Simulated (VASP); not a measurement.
# Settings for In: self-consistent run

In, I4/mmm (no. 139), 1 atom in the cell. AM05; PAW potentials In_d (PBE set). VASP 6.6.1.

Wanted: energy within 0.2 meV/atom; Fermi level within 0.005 eV.

What the run is for: comparing ways to start; Accuracy asked: tight.

POSCAR:
```
In
1.0
   -1.6254700000      1.6254700000      2.4737000000
    1.6254700000     -1.6254700000      2.4737000000
    1.6254700000      1.6254700000     -2.4737000000
In
1
Direct
    0.0000000000      0.0000000000      0.0000000000
```

## How the run starts (with a second run first, the time holds both)

| How the run starts (with a second run first, the time holds both) | Energy less reference (meV/atom) | Fermi level (eV) | Time (s) |
|---|---|---|---|
| from scratch: 11 SCF iterations | 0.00 | 7.4543 | 16 |
| orbitals of a nearby geometry (ISTART 1): 11 + 6 SCF iterations | 0.00 | 7.4543 | 24 |
| orbitals and density of a nearby geometry: 11 + 7 SCF iterations | 0.00 | 7.4543 | 26 |
| density of a nearby geometry (ICHARG 1): 11 + 11 SCF iterations | 0.00 | 7.4543 | 31 |
| orbitals in the old basis (ISTART 2), symmetry off: 11 + 6 SCF iterations | -0.14 | 7.4543 | 120 |

Chosen: from scratch: 11 SCF iterations; no other choice that stays within half of the tolerance saves 30 % of the time.

The chosen settings are those of the reference run.

## The input

INCAR:
```
ALGO = Normal
EDIFF = 1E-6
ENCUT = 400
GGA = AM
GGA_COMPAT = False
ISIF = 2
ISMEAR = 1
LASPH = True
LCHARG = False
LREAL = False
LWAVE = False
NELM = 120
PREC = Accurate
SIGMA = 0.1
```

KPOINTS:
```
k-points
0
Gamma
  14 14 14
```

Commands:
```
cat potpaw_PBE.64/In_d/POTCAR > POTCAR
mpirun -np 1 vasp_std > vasp.out
```

The chosen input took VASP 6.6.1 16 s on 1 core (Intel Xeon 6975P-C (Granite Rapids)), a shared host.

## An input that fails: restart asked without its files

VASP's message: ERROR: charge density could not be read from file CHGCAR for ICHARG>10.

Changes against the starting input:
```
- NELM = 120
+ NELM = 60
+ ICHARG = 11
```
